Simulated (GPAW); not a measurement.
The system is MgB2.

```
Mg B
1.0
     3.08500    0.00000    0.00000
    -1.54250    2.67169    0.00000
     0.00000    0.00000    3.52300
Mg B
1 2
Cartesian
  0.0000 0.0000 0.0000
  1.5425 0.8906 1.7615
  0.0000 1.7811 1.7615
```

Base run:

* Program: GPAW 26.7.0
* Functional: revPBE
* Potentials or basis: the program's PAW data sets (release 1.2.1) made for this functional
* Cutoff: 800 eV
* Basis: pw
* k mesh: 7 × 7 × 6
* Occupations: fermi-dirac, width 0.05 eV
* Spin: no spin polarisation

Its results: pressure 1.4 GPa.

Task: The run is repeated on the same cell with these changes: functional from revPBE to SCAN; potentials or basis from the program's PAW data sets (release 1.2.1) made for this functional to GPAW PAW data sets (gpaw-data 1.2.1). What comes out?

Result: Pressure -3.0 GPa.

Caveats: the PAW data sets were made with another functional, which shifts forces and pressure a little (some runs).
